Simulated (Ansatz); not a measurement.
# Te: changing the strain (εxx = s, εyy = s)

```
Te
1.0
     4.45400    0.00000    0.00000
    -2.22700    3.85728    0.00000
     0.00000    0.00000    5.92400
Te
3
Cartesian
  1.6279 2.8197 0.0000
  -0.5991 1.0376 3.9493
  1.1981 0.0000 1.9747
```

Kept alike: task relaxation of the atoms; functional PBE; k mesh 6 × 6 × 4; occupations fermi-dirac, width 0.05 eV; no spin polarisation. Program: Ansatz, Ansatz PAW, cutoff 420 eV. The mesh is that of the run's cell of 3 atoms. No spin-orbit coupling.

```csv
s,band gap (eV),free energy over the lowest row (meV/atom)
-0.04,0.05 or less,37.63
-0.02,0.105,14.83
-0.01,0.147,7.83
0,0.192,3.25
0.01,0.238,0.75
0.02,0.287,0.00
0.04,0.385,2.63
```

The cell shown is the unstrained one; x, y and z are its Cartesian axes. Spin-orbit coupling, left out here, moves the band edges of heavy atoms and can close or invert small gaps. A gap read on the mesh alone can miss an edge between its points.

The band gap rises from 0.05 or less to 0.385 eV between -0.04 and 0.04. That is +0.045 eV for each per cent of strain near s = 0. The free energy is lowest at 0.02, and 37.63 meV an atom higher at -0.04.
